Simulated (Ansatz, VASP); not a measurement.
One calculation of Cu, two programs

```
CELL_PARAMETERS angstrom
-1.41334 1.41334 1.34799
1.41334 -1.41334 1.34799
1.41334 1.41334 -1.34799
ATOMIC_POSITIONS crystal
Cu 0.00000 0.00000 0.00000
```

This isn't the form of Cu at room conditions, which is fcc.

Alike in both runs: task single point; functional LDA; k mesh 13 × 13 × 13; occupations fermi-dirac, width 0.05 eV; no spin polarisation.

|  | VASP | Ansatz |
| --- | --- | --- |
| version | VASP 6.6.1 | Ansatz 0.2.0 |
| potentials or method | VASP PAW LDA potentials, release 64 (Cu) | Ansatz PAW |
| plane-wave cutoff (eV) | 520 | 420 |
| valence electrons in the cell | 11 | 19 |

|  | VASP | Ansatz | Ansatz less VASP |
| --- | --- | --- | --- |
| gap on the k mesh at the Fermi level (eV) | none | none | - |
| pressure (GPa) | 3.7 | 2.8 | -0.87 |
| largest component of the traceless stress (GPa) | 0.13 | 0.16 | +0.032 |

A gap of «none» marks a metal or a gap that the smearing closes. The two sets of potentials don't hold the same shells in valence.

Caveats: the PAW data sets come from PBE, with cores solved anew for the run's functional, which leaves a small shift of forces and pressure (Ansatz).
